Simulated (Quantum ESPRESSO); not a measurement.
Here is a Quantum ESPRESSO 7.5 calculation.

File pw.in:

```
&CONTROL
  calculation = 'scf'
  prefix = 'pwscf'
  outdir = './tmp'
  pseudo_dir = './pseudo'
  tprnfor = .true.
  tstress = .true.
  disk_io = 'nowf'
/
&SYSTEM
  ibrav = 0
  nat = 2
  ntyp = 2
  ecutwfc = 70
  ecutrho = 560
  nbnd = 15
  occupations = 'smearing'
  smearing = 'fd'
  degauss = 0.00367493
/
&ELECTRONS
  conv_thr = 4d-10
  electron_maxstep = 120
  mixing_beta = 0.5
/
ATOMIC_SPECIES
Ga    69.7230 Ga.pbe-dn-kjpaw_psl.1.0.0.UPF
N     14.0070 N.pbe-n-radius_5.UPF
CELL_PARAMETERS angstrom
   0.0000000000    2.2535006075    2.2535006075
   2.2535006075    0.0000000000    2.2535006075
   2.2535006075    2.2535006075    0.0000000000
ATOMIC_POSITIONS crystal
Ga     0.0064260000   -0.0016860000   -0.0053100000
N      0.2425010000    0.2481970000    0.2566230000
K_POINTS automatic
10 10 10 0 0 0
```

Potentials or basis: SSSP 1.3 efficiency PBE.

Command:

```console
$ OMP_NUM_THREADS=1 pw.x -in pw.in > pw.out
```

What does it give for the band gap on the k mesh?

1.67 eV, direct.

Estimate the pressure.

4.7 GPa.

What does it give for the largest force?

0.510 eV/Å.

Stress tensor (GPa, compression positive):
```
 4.69  1.91  0.05
 1.91  4.79 -1.60
 0.05 -1.60  4.65
```
